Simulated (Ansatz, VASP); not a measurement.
# Yb: VASP beside Ansatz

```xyz
1
Lattice="2.7785 0.0000 0.0000 0.0000 2.7785 0.0000 0.0000 0.0000 2.7785" Properties=species:S:1:pos:R:3 pbc="T T T"
Yb    0.0000    0.0000    0.0000
```

Change from the starting cell: volume scaled by 0.55, PAW files.

Alike in both runs: task single point; functional PBE; k mesh 13 × 13 × 13; occupations fermi-dirac, width 0.1 eV; no spin polarisation.

```csv
,VASP,Ansatz
version,VASP 6.6.1,Ansatz 0.2.0
potentials or method,"VASP PAW PBE potentials, release 64 (Yb)","PAW with Ansatz's default frozen-core files, scalar-relativistic"
plane-wave cutoff (eV),520,420
valence electrons in the cell,24,24
```

Ansatz gave:

| Property | Result |
| --- | --- |
| pressure (GPa) | 23.5 |

Task: Which values does VASP return?

Result: Pressure (GPa): 24.8.

Caveats: so large a pressure means that the cell lies far from this level's equilibrium, or that cutoff or potentials fall short (VASP). Spin polarisation is off, so any magnetic state and its effect on volume and gap are missing. Spin-orbit coupling is left out, which matters for the levels of Yb.
